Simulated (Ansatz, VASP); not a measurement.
## Ge in VASP and in Ansatz

```xyz
2
Lattice="1.4881 -2.5947 0.0000 1.4881 2.5947 0.0000 0.0000 0.0000 4.7276" Properties=species:S:1:pos:R:3 pbc="T T T"
Ge    1.4881    0.8643    1.1819
Ge    1.4881   -0.8643    3.5457
```

This isn't the form of Ge at room conditions, which is diamond.

Alike in both runs: functional PBEsol; k mesh 10 × 10 × 6; occupations fermi-dirac, width 0.05 eV; no spin polarisation.

```csv
,VASP,Ansatz
version,VASP 6.6.1,Ansatz 0.2.0
potentials or method,"VASP PAW PBE potentials, release 64 (Ge_d)",Ansatz PAW
plane-wave cutoff (eV),520,420
valence electrons in the cell,28,28
task,single point,band structure
```

|  | VASP | Ansatz | Ansatz less VASP |
| --- | --- | --- | --- |
| gap on the k mesh at the Fermi level (eV) | none | none | - |
| pressure (GPa) | 0.5 | 0.5 | -0.03 |
| largest component of the traceless stress (GPa) | 1.60 | 1.60 | +0.001 |

A gap of «none» marks a metal or a gap that the smearing closes.

Caveats: the PAW data sets were made with another functional, which shifts forces and pressure a little (VASP); the PAW data sets come from PBE, with cores solved anew for the run's functional, which leaves a small shift of forces and pressure (Ansatz).
